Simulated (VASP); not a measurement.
Wanted: the native input for a VASP 6.6.1 run.

- Task: single point
- Functional: PBEsol
- Potentials or basis: VASP PAW PBE potentials, release 64 (In_d, P)
- Cutoff: 520 eV
- k mesh: 10 × 10 × 10
- Occupations: gaussian, width 0.5 eV
- Spin: no spin polarisation
- Further INCAR settings: ALGO = Normal; EDIFF = 1e-06; NBANDS = 16

The structure of InP lies in POSCAR:

```
InP
1.0
    0.0000000000      2.9395400000      2.9395400000
    2.9395400000      0.0000000000      2.9395400000
    2.9395400000      2.9395400000      0.0000000000
In P
1 1
Direct
    0.0000000000      0.0000000000      0.0000000000
    0.7500000000      0.7500000000      0.7500000000
```

The cell is a database's computed one.

These files were run (other wordings do the same):

INCAR

```
  PREC = Accurate
  ENCUT = 520
  EDIFF = 1E-6
  ISMEAR = 0
  SIGMA = 0.5
  LREAL = False
  LASPH = True
  NELM = 80
  ALGO = Normal
  ISIF = 2
  LWAVE = False
  LCHARG = False
  GGA = PS
  NBANDS = 16
```

KPOINTS

```
Automatic mesh
0
Gamma
  10 10 10
```

Potentials or basis: VASP PAW PBE potentials, release 64 (In_d, P).

Run with:

```bash
$ cat potpaw_PBE.64/In_d/POTCAR potpaw_PBE.64/P/POTCAR > POTCAR
$ mpirun -np 1 vasp_std > vasp.out
```

Results of the run:

```json
{"Pressure": "0.0 GPa", "Band gap on the k mesh": "0.57 eV, direct"}
```

Caveat: the PAW data sets were made with another functional, which shifts forces and pressure a little; spin-orbit coupling is left out, which moves the levels of the heavy elements.

Run time: 26 s on 1 thread of Intel(R) Xeon(R) Platinum 8259CL CPU @ 2.50GHz (Skylake/Cascade Lake), on a shared host, peak memory 0.19 GiB.
